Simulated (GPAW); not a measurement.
Crystal: Rh.

```
CELL_PARAMETERS angstrom
2.73098 0.00000 0.00000
-1.36549 2.36510 0.00000
0.00000 0.00000 4.42849
ATOMIC_POSITIONS crystal
Rh 0.33333 0.66667 0.25000
Rh 0.66667 0.33333 0.75000
```

This isn't the form of Rh at room conditions, which is fcc.

* Program: GPAW 26.7.0
* Task: relaxation of cell and atoms
* Functional: PBEsol
* Dispersion: D4
* Potentials or basis: PAW data sets generated in the run's folder for this functional
* Cutoff: 600 eV
* Basis: pw
* k mesh: 8 × 8 × 5
* Occupations: fermi-dirac, width 0.05 eV
* Spin: no spin polarisation

At the start: pressure -15.9 GPa; volume 14.30 Å³/atom.

Question: Where does the relaxation end?

Answer: Over 6 steps the energy falls by 46.6 meV/atom and the volume is 13.45 Å³/atom (-5.9 %); space group P6_3/mmc (No. 194, to 0.05 Å).

Step by step:
| step | energy change (eV) | largest force (eV/Å) | pressure (GPa) | volume (Å³) |
| --- | --- | --- | --- | --- |
| 1 | 0.0000 | 0.0000 | -15.93 | 28.60 |
| 2 | -0.0679 | 0.0000 | -8.69 | 27.75 |
| 3 | -0.0927 | 0.0000 | 1.07 | 26.81 |
| 4 | -0.0930 | 0.0000 | 0.01 | 26.90 |
| 5 | -0.0931 | 0.0000 | -0.07 | 26.91 |
| 6 | -0.0932 | 0.0000 | -0.05 | 26.91 |

Final structure:
```yaml
crystal:
  lattice:
    - [2.68303, 0.00000, 0.00000]
    - [-1.34152, 2.32357, 0.00000]
    - [0.00000, 0.00000, 4.31585]
  atoms:
    - { symbol: Rh, position: [0.33333, 0.66667, 0.25000] }
    - { symbol: Rh, position: [0.66667, 0.33333, 0.75000] }
```

Caveat: later steps reuse the first step's grids; pairwise dispersion overbinds metals, which lowers pressure and volume.
